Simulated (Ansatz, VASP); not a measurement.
One calculation of AlGa3N4, two programs

Contents of INCAR:

```
PREC     = Accurate       # precision mode
ENCUT    = 520            # plane-wave cutoff, eV
EDIFF    = 1E-7           # SCF threshold, eV
ISMEAR   = 0              # smearing method
SIGMA    = 0.1            # smearing width, eV
LREAL    = F              # projectors in reciprocal space
LASPH    = T              # aspherical terms in the spheres
NELM     = 100            # most SCF steps
ALGO     = Fast           # electronic algorithm
ISIF     = 2              # what is computed and relaxed
LWAVE    = F              # write WAVECAR
LCHARG   = F              # write CHGCAR
GGA      = PS             # functional
NBANDS   = 41             # bands
```

File KPOINTS:

```
Automatic mesh
0
Gamma
  4 6 4
```

File POSCAR:

```
AlGa3N4
1.0
    5.1455897724      0.0000000000      0.0000000000
    0.0000000000      3.1670776200      0.0000000000
   -0.0037175149      0.0000000000      5.4836534091
Al Ga N
1 3 4
Direct
    0.0005010800      0.5000000000      0.6673044000
    0.4991393100      0.5000000000      0.3351465300
    0.4991348800      0.0000000000      0.8313261600
    0.9999082200      0.0000000000      0.1662408900
    0.1192384400      0.5000000000      0.3412971500
    0.1168290500      0.0000000000      0.8252645200
    0.6202470100      0.0000000000      0.1661509300
    0.6326020200      0.5000000000      0.6672704200
```

Input for Ansatz:

```yaml
crystal:
  lattice:
    - [5.1455897724, 0.0, 0.0]
    - [0.0, 3.16707762, 0.0]
    - [-0.0037175149, 0.0, 5.4836534091]
  atoms:
    - { symbol: Al, position: [0.00050108, 0.5, 0.6673044] }
    - { symbol: Ga, position: [0.49913931, 0.5, 0.33514653] }
    - { symbol: Ga, position: [0.49913488, 0.0, 0.83132616] }
    - { symbol: Ga, position: [0.99990822, 0.0, 0.16624089] }
    - { symbol: "N", position: [0.11923844, 0.5, 0.34129715] }
    - { symbol: "N", position: [0.11682905, 0.0, 0.82526452] }
    - { symbol: "N", position: [0.62024701, 0.0, 0.16615093] }
    - { symbol: "N", position: [0.63260202, 0.5, 0.66727042] }
basis:
  ecutwfc: 420
kpoints:
  mp_grid: { grid: [4, 6, 4] }
hamiltonian:
  xc: pbesol
scf:
  occupations: { method: gaussian, width: 0.1 }
output:
  forces: true
  stress: true
  eigenvalues: true
```

The cell comes from a database or a generator and needn't be the stable form of this composition.

Alike in both runs: task single point; functional PBEsol; k mesh 4 × 6 × 4; occupations gaussian, width 0.1 eV; no spin polarisation.

```csv
,VASP,Ansatz
version,VASP 6.6.1,Ansatz 0.2.0
potentials or method,"VASP PAW PBE potentials, release 64 (Al, Ga_d, N)","scalar-relativistic, plane waves, PAW"
plane-wave cutoff (eV),520,420
valence electrons in the cell,62,62
```

Ansatz gave:

| Property | Result |
| --- | --- |
| gap on the k mesh at the Fermi level (eV) | 2.34 |
| least direct gap on the mesh (eV) | 2.34 |
| pressure (GPa) | -0.4 |
| largest component of the traceless stress (GPa) | 0.08 |
| rms of the force components (eV/Å) | 0.057 |

Problem. What did VASP give for the same quantities?

Solution. gap on the k mesh at the Fermi level (eV): 2.36; least direct gap on the mesh (eV): 2.36; pressure (GPa): -0.6; largest component of the traceless stress (GPa): 0.09; rms of the force components (eV/Å): 0.060.

Atom by atom the forces differ by 0.004 eV/Å (rms over components). The functional is the same, so the differences come from potentials, cutoffs and numerics.

Caveats: the PAW data sets were made with another functional, which shifts forces and pressure a little (VASP).
